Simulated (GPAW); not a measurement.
Runs of GPAW 26.7.0 on Ni. It takes space group Fm-3m (No. 225, cubic). Conventional cell: a = 3.475 Å, b = 3.475 Å, c = 3.475 Å, α = 90.00°, β = 90.00°, γ = 90.00°. Ni (site symmetry m-3m) has 12 Ni at 2.46 Å as nearest neighbours. 

| task | level | potentials or basis | k mesh | cutoff (eV) | response ecut | lines | maxiter | response k mesh | response bands | other keys | mesh quality | gap on the mesh (eV) | pressure (GPa) | moment (μB) |
| --- | --- | --- | --- | --- | --- | --- | --- | --- | --- | --- | --- | --- | --- | --- |
| magnons | LDA | the program's PAW data sets (release 1.2.1) made for this functional, pw | 11 × 11 × 11 | 450 | 250 eV | 3 | 150 | 14 × 14 × 14 | 26 | - | not flagged | none | - | (a) |
| single point | PBE | GPAW PAW data sets (gpaw-data 1.2.1), pw | 11 × 11 × 11 | 450 | - | - | 120 | - | - | - | not flagged | none | 8.8 | 0.58 |
| hyperfine couplings | revPBE | the program's PAW data sets (release 1.2.1) made for this functional, other valence, pw | 13 × 13 × 13 | 600 | - | - | 150 | - | - | - | not flagged | none | 2.7 | 0.63 |
| hyperfine couplings | BP86 | PAW data sets generated in the run's folder for this functional, pw | 13 × 13 × 13 | 600 | - | - | 80 | - | - | several, not listed | not flagged | none | 10.4 | 0.63 |
| RPA correlation energy | PBE | GPAW PAW data sets (gpaw-data 1.2.1), pw | 7 × 7 × 7 | 450 | 250 eV | - | 150 | - | - | - | coarse | - | - | (b) |

Alike in all rows: spin collinear, ferromagnetic start; cell as given; smearing fermi-dirac 0.05 eV.

Q: Estimate the missing entries.

A: (a) 0.57; (b) 0.47.

Caveats: some runs use coarse meshes; the stock nickel data set gives pressures a few GPa off other programs (some runs); the dipolar part lacks the spin inside other atoms' spheres (some runs); the number of bands moves the energies at small q by some ten meV (some runs); the exchange constants hang on this mesh and on the site radius (some runs); magnon energies are noisy on this mesh (some runs); the cutoff is short for stress and forces, so pressures can be off by a GPa or more (some runs); RPA of a metal hangs on this mesh (some runs).

A gap of «none» marks a metal or a gap under the smearing width.

The runs don't all hold the same shells in valence.
